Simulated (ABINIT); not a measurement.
# As (R-3m) in ABINIT: settings compared, part 2 of 2

ABINIT 10.8.3 (patched build). Earlier steps stand in the parts before.

## Step 3: Relaxation of cell and atoms, PBE+D4

Input file run.py:

```python
import json, os
import numpy as np
from ase.constraints import FixSymmetry
from ase.optimize import LBFGS
from ase.filters import FrechetCellFilter
from ase.units import GPa
from ase.calculators.mixing import SumCalculator
from dftd4.ase import DFTD4
from ase.calculators.abinit import Abinit, AbinitProfile
from ase import Atoms

atoms = Atoms(['As', 'As'],
              cell=[[1.8807968987, 1.0858785957, 3.5140619945], [-1.8807968987, 1.0858785957, 3.5140619945], [0.0, -2.1717571915, 3.5140619945]],
              scaled_positions=[[0.226, 0.226, 0.226], [0.774, 0.774, 0.774]],
              pbc=True)

profile = AbinitProfile(command='abinit', pp_paths=[os.path.abspath('pseudos')])
params = dict(
    pps='pawxml', xc='PBE',
    chksymtnons=0,
    tolsym=1e-05,
    ecut=408.1708,
    pawecutdg=816.3416,
    pawxcdev=0,
    kptopt=1,
    ngkpt=[7, 7, 7],
    nshiftk=1,
    shiftk=[0.0, 0.0, 0.0],
    ixc=11,
    nband=19,
    occopt=3,
    tsmear=0.05,
    nstep=100,
    tolvrs=1e-09,
    prtwf=0,
    prtden=0,
    ecutsm=0.5,
)

atoms.calc = SumCalculator([Abinit(profile=profile, directory='run', **params), DFTD4(method='pbe')])
atoms.set_constraint(FixSymmetry(atoms, symprec=1e-4))
opt = LBFGS(FrechetCellFilter(atoms), trajectory='opt.traj')
converged = opt.run(fmax=0.01, steps=30)
print('converged', converged)
print('cell (A)', np.round(atoms.cell[:], 5).tolist())
energy = atoms.get_potential_energy()
forces = atoms.get_forces()
stress = atoms.get_stress()
print(f'energy {energy:.6f} eV')
print('forces (eV/A)')
print(np.round(forces, 5))
print('stress (GPa, Voigt, tension positive)', np.round(stress / GPa, 4))
json.dump(dict(energy=energy, forces=forces.tolist(), stress=stress.tolist(), cell=atoms.cell.tolist(), frac=atoms.get_scaled_positions(wrap=False).tolist()), open('results.json', 'w'))
```

Potentials or basis: JTH PAW PBE v2.0.

Command:

```
python run.py
```

The log of the run:

```text
Step          Energy          fmax
LBFGS:    0    -6197.998089        0.407047
LBFGS:    1    -6198.002582        0.292071
LBFGS:    2    -6198.008143        0.236806
LBFGS:    3    -6198.009259        0.252281
LBFGS:    4    -6198.014009        0.243368
LBFGS:    5    -6198.016806        0.157961
LBFGS:    6    -6198.018458        0.100019
LBFGS:    7    -6198.019454        0.107750
LBFGS:    8    -6198.019968        0.084722
LBFGS:    9    -6198.020360        0.027852
LBFGS:   10    -6198.020444        0.009916
converged True
cell (A) [[1.89621, 1.09478, 3.35503], [-1.89621, 1.09478, 3.35503], [0.0, -2.18956, 3.35503]]
energy -6198.020444 eV
forces (eV/A)
[[-0.       0.       0.01039]
 [ 0.      -0.      -0.01039]]
stress (GPa, Voigt, tension positive) [-0.0289 -0.0289 -0.0491 -0.      0.     -0.    ]
```

abinit.in:

```text
chksymtnons 0
ecut 408.1708 eV
ecutsm 0.5
ixc 11
kptopt 1
natom 2
nband 19
ngkpt
7 7 7
nshiftk 1
nsppol 1
nstep 100
occopt 3
pawecutdg 816.3416 eV
pawxcdev 0
prtden 0
prtwf 0
shiftk
0.0 0.0 0.0
tolsym 1e-05
tolvrs 1e-09
tsmear 0.05 eV
#Definition of the unit cell
acell
1.00000000000000 1.00000000000000 1.00000000000000 Angstrom
rprim
1.89621176615097 1.09477837362780 3.35503137460734
-1.89621176615097 1.09477837362780 3.35503137460734
0.00000000000000 -2.18955674725559 3.35503137460734
chkprim 0 # Allow non-primitive cells
#Definition of the atom types
ntypat 1
znucl 33
#Enumerate different atomic species
typat
 1 1
pseudos "./pseudos/As.GGA_PBE-JTH.xml"
#Definition of the atoms
xcart
-0.00000000000000 0.00000000000000 4.37644952117565
-0.00000000000000 0.00000000000000 14.64382180361858
chkexit 1 # abinit.exit file in the running directory terminates after the current SCF
```

abinit.abo:

```text
.Version 10.8.3 of ABINIT
 Symmetries : space group R-3 m (#166); Bravais hR (rhombohedral)
================================================================================
 Values of the parameters that define the memory need of the present run
     intxc =       0    ionmov =       0      iscf =      17    lmnmax =      18
     lnmax =       6     mgfft =      30  mpssoang =       3    mqgrid =    3001
[... 266 lines left out ...]
           strten     -1.1454576453E-04 -1.1454576453E-04 -1.1739601320E-04
                       0.0000000000E+00  0.0000000000E+00  0.0000000000E+00
           xangst     -1.5064563895E-17 -6.5563952456E-17  2.3159173497E+00
                       4.2378549967E-17  2.7050148114E-16  7.7491767737E+00
             xred      2.3009395851E-01  2.3009395851E-01  2.3009395851E-01
                       7.6990604145E-01  7.6990604145E-01  7.6990604145E-01
 Calculation completed.
```

Run time: 3 min. Hardware: 1 thread of Intel Xeon 6975P-C (Granite Rapids), shared host; peak memory 0.11 GiB.

Results:

* Free energy: -6198.0204 eV
* Relaxed volume: 20.89 Å³/atom
* Relaxed cell: a = 4.006 Å, b = 4.006 Å, c = 4.006 Å, α = 56.50°, β = 56.50°, γ = 56.50°
* Space group after relaxing (to 0.05 Å): R-3m (No. 166)
* Energy gained by relaxing: 11.2 meV/atom
* Ionic steps: 11
* Pressure after relaxing: 0.0 GPa
* Largest force after relaxing: 0.010 eV/Å
* Band gap on the k mesh: 0.32 eV, indirect (least direct gap 0.77 eV)
* Valence electrons inside the program's atomic spheres: As 12.59 (radii [1.1133] Å)
* Dispersion energy per atom: -0.465 eV

Forces in eV/Å, atoms in the order of the input:
```
As   0.000  0.000  0.010
As   0.000  0.000 -0.010
```

Step by step:
| step | energy change (eV) | largest force (eV/Å) | pressure (GPa) | volume (Å³) |
| --- | --- | --- | --- | --- |
| 1 | 0.0000 | 0.4070 | 0.52 | 43.06 |
| 2 | -0.0045 | 0.2921 | 0.10 | 43.13 |
| 3 | -0.0101 | 0.0226 | -0.80 | 43.18 |
| 4 | -0.0112 | 0.0225 | -0.85 | 43.09 |
| 5 | -0.0159 | 0.1460 | -0.62 | 42.43 |
| 6 | -0.0187 | 0.1634 | -0.05 | 41.80 |
| 7 | -0.0204 | 0.1041 | 0.34 | 41.57 |
| 8 | -0.0214 | 0.0036 | 0.57 | 41.54 |
| 9 | -0.0219 | 0.0248 | 0.49 | 41.61 |
| 10 | -0.0223 | 0.0285 | 0.19 | 41.74 |
| 11 | -0.0224 | 0.0104 | 0.04 | 41.79 |

Final structure:
```cif
data_structure
_symmetry_space_group_name_H-M 'P 1'
_symmetry_Int_Tables_number 1
_cell_length_a 4.0063
_cell_length_b 4.0063
_cell_length_c 4.0063
_cell_angle_alpha 56.499
_cell_angle_beta 56.499
_cell_angle_gamma 56.499
_cell_volume 41.79
loop_
_atom_site_label
_atom_site_type_symbol
_atom_site_fract_x
_atom_site_fract_y
_atom_site_fract_z
_atom_site_occupancy
As1 As 0.23009 0.23009 0.23009 1
As2 As 0.76991 0.76991 0.76991 1
```

Levels at points of the mesh, in eV from the valence-band top:
| k point | band 13 | band 14 | band 15 | band 16 | band 17 | band 18 |
| --- | --- | --- | --- | --- | --- | --- |
| (0.00, 0.00, 0.00) | -2.12 | -1.91 | -1.91 | 2.31 | 3.33 | 3.33 |

Caveat: the log and the count of SCF iterations are those of the last ABINIT call alone; an odd mesh through Γ misses points on the zone boundary, where band edges often lie.

## Step 4: Single point, PBE0

Input file run.abi:

```
# Pseudopotentials
pp_dirpath "./"
pseudos "As_ONCV_PBE-1.2.upf"

# Structure
acell 4.131 4.131 4.131 Angstrom
rprim
     0.4552885255     0.2628609527     0.8506564983
    -0.4552885255     0.2628609527     0.8506564983
     0.0000000000    -0.5257219055     0.8506564983
ntypat 1
znucl 33
natom 2
typat 1 1
xcart
     0.0000000000     0.0000000000     2.3825340323
     0.0000000000    -0.0000000001     8.1596519512 Angstrom

# Plane-wave basis
ecut 14.0

# k points
kptopt 1
ngkpt 6 6 6
nshiftk 1
shiftk 0.0 0.0 0.0

# Exchange and correlation
ixc 41
fockdownsampling 2 2 2

# Bands and occupations
nband 9
occopt 3
tsmear 0.05 eV

# SCF cycle
nstep 60
toldfe 1.0e-7

# Output
iomode 3
prtwf 0
prtden 0
prteig 0
prtebands 0
```

Potentials or basis: SG15 NC PBE v1.2.

Command:

```
mpirun --bind-to none -np 4 abinit run.abi > log 2>&1
```

It took 3.9 min on 4 MPI ranks of Arm Neoverse V1, shared host; peak memory 0.24 GiB.

Results (log left out):

```
Free energy                                           : -344.8628 eV
Band gap on the k mesh                                : none (metal or under the smearing width)
Valence electrons inside the program's atomic spheres : As 2.32 (radii [1.0584] Å)
```

Levels at points of the mesh, in eV from the Fermi level:
```tsv
k point	band 2	band 3	band 4	band 5	band 6	band 7	band 8	band 9
(0.00, 0.00, 0.00)	-6.87	-3.24	-2.74	-2.74	2.38	3.98	3.98	7.97
(0.50, 0.00, 0.00)	-12.74	-3.64	-3.51	-0.53	-0.02	0.96	2.18	10.15
(0.50, 0.50, 0.00)	-11.23	-7.14	-5.18	-5.09	2.14	6.82	8.23	8.75
(0.50, 0.50, 0.50)	-11.54	-2.43	-2.43	-0.89	1.47	1.47	2.43	9.21
```

Caveat: exact exchange is summed on a coarse mesh, which widens gaps by tenths of an eV; the potentials were made for another functional, which shifts forces and pressure.

## Step 5: Summary

```csv
task,level,potentials or basis,cell,k mesh,cutoff (eV),cutoff smearing ecutsm (Ha),optimiser,force threshold (eV/Å),dispersion computed by,fine-grid cutoff,gap on the mesh (eV),pressure (GPa),relaxed volume (Å³/atom),largest force (eV/Å)
relaxation of cell and atoms,PBE+D3(BJ),JTH PAW PBE v2.0,relaxed,7 × 7 × 7,408,0.5,LBFGS,0.01,simple-dftd3 1.7.0,816.342 eV,0.32,0.0,20.89,0.01
relaxation of cell and atoms,PBE+D4,JTH PAW PBE v2.0,relaxed,7 × 7 × 7,408,0.5,LBFGS,0.01,dftd4 4.3.1,816.342 eV,0.32,0.0,20.89,0.01
single point,PBE0,SG15 NC PBE v1.2,as given,6 × 6 × 6,381,-,-,-,-,-,none,-,-,-
```

Alike in all rows: no spin polarisation; smearing fermi-dirac 0.05 eV.

Caveats: an odd mesh through Γ misses points on the zone boundary, where band edges often lie (some runs); exact exchange is summed on a coarse mesh, which widens gaps by tenths of an eV (some runs); the potentials were made for another functional, which shifts forces and pressure (some runs).

Total energies depend on the potentials used, so only differences within one code and one set of settings carry meaning.
